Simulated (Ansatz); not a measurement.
Input and command of a plane-wave DFT calculation in Ansatz:

```yaml
crystal:
  lattice:
    - [3.1110021516, 0.0, 0.0]
    - [-1.5555010758, 2.6942068945, 0.0]
    - [0.0, 0.0, 4.978]
  atoms:
    - { symbol: Al, position: [0.355603338, 0.7112066759, 0.0] }
    - { symbol: Al, position: [0.644396662, 0.2887933241, 0.5] }
    - { symbol: "N", position: [0.3138210851, 0.6276421701, 0.385] }
    - { symbol: "N", position: [0.6861789149, 0.3723578299, 0.885] }
basis:
  ecutwfc: 500
kpoints:
  mp_grid: { grid: [12, 12, 6] }
hamiltonian:
  xc: r2scan
scf:
  occupations: { method: gaussian, width: 0.05 }
output:
  forces: true
  stress: true
  eigenvalues: true
```

```bash
ansatz run input.yaml --threads 2 --pin off --max-ram 5120MiB --backend cpu --events-out ev --progress --plain --runs-dir out
```

Processor: Arm Neoverse V1, 2 threads, on a host shared with other jobs.

Q: Estimate time, memory and problem size.

A: About 10 s on 2 threads of Arm Neoverse V1, on a shared host, peak memory 0.49 GiB. It solves 12 bands at 172 k points (the mesh reduced by symmetry) with about 1087 plane waves, in 7 SCF iterations.
